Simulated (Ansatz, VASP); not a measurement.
Given: the input of a run of VASP 6.6.1 on Ni.

Contents of INCAR:

```
ALGO     = Fast           # electronic algorithm
EDIFF    = 1E-6           # SCF threshold, eV
ENCUT    = 520            # plane-wave cutoff, eV
GGA      = CA             # functional
ISIF     = 2              # what is computed and relaxed
ISMEAR   = -1             # smearing method
ISPIN    = 2              # spin polarisation
LASPH    = True           # aspherical terms in the spheres
LCHARG   = False          # write CHGCAR
LMAXMIX  = 4              # l up to which the mixer works
LORBIT   = 11             # projections on sites
LREAL    = False          # projectors in reciprocal space
LWAVE    = False          # write WAVECAR
MAGMOM   = 1              # initial moments
NBANDS   = 15             # bands
NELM     = 150            # most SCF steps
PREC     = Accurate       # precision mode
SIGMA    = 0.05           # smearing width, eV
```

File KPOINTS:

```
k-points
0
Gamma
  13 13 13
```

POSCAR

```
Ni
1.0
    0.0000000000      1.7604383569      1.7604383569
    1.7604383569      0.0000000000      1.7604383569
    1.7604383569      1.7604383569      0.0000000000
Ni
1
Direct
    0.0000000000      0.0000000000      0.0000000000
```

Potentials or basis: VASP PAW LDA potentials, release 64 (Ni).

Run with:

```bash
$ cat potpaw_LDA.64/Ni/POTCAR > POTCAR
$ mpirun -np 1 vasp_std > vasp.out
```

Question: Set up the same calculation for Ansatz 0.2.0. Potentials there: all-electron LAPW, scalar-relativistic.

Answer: As run (the cutoff follows the program's own potentials):

File input.yaml:

```yaml
crystal:
  lattice:
    - [0.0, 1.7604383569, 1.7604383569]
    - [1.7604383569, 0.0, 1.7604383569]
    - [1.7604383569, 1.7604383569, 0.0]
  atoms:
    - { symbol: Ni, position: [0.0, 0.0, 0.0], spin: 1.0 }
kpoints:
  mp_grid: { grid: [13, 13, 13] }
scf:
  occupations: { method: fermi_dirac, width: 0.05 }
hamiltonian:
  xc: lda
  pseudopotentials: { kind: all_electron, lapw: { basis_error: 0.001 } }
magnetization:
  spin_polarized: true
output:
  forces: true
  stress: true
  eigenvalues: true
```

Potentials or basis: all-electron LAPW, scalar-relativistic.

Launch:

```sh
$ ansatz run input.yaml --threads 2 --pin off --max-ram 6144MiB --backend cpu --events-out ev --progress --plain --runs-dir out
```

Both were run:

|  | VASP | Ansatz | Ansatz less VASP |
| --- | --- | --- | --- |
| gap on the k mesh at the Fermi level (eV) | none | none | - |
| pressure (GPa) | -17.4 | -17.6 | -0.20 |
| net moment per atom (μB) | 0.62 | 0.62 | +0.008 |
| size of the moment on the site where the two differ most (μB) | 0.62 | 0.64 | +0.022 |

Site moments also hang on the region over which each program counts them. A gap of «none» marks a metal or a gap that the smearing closes. Ansatz ran all-electron here, so the differences hold the error of VASP's frozen core and of both bases.

Caveats: so large a pressure means that the cell lies far from this level's equilibrium, or that cutoff or potentials fall short (VASP).
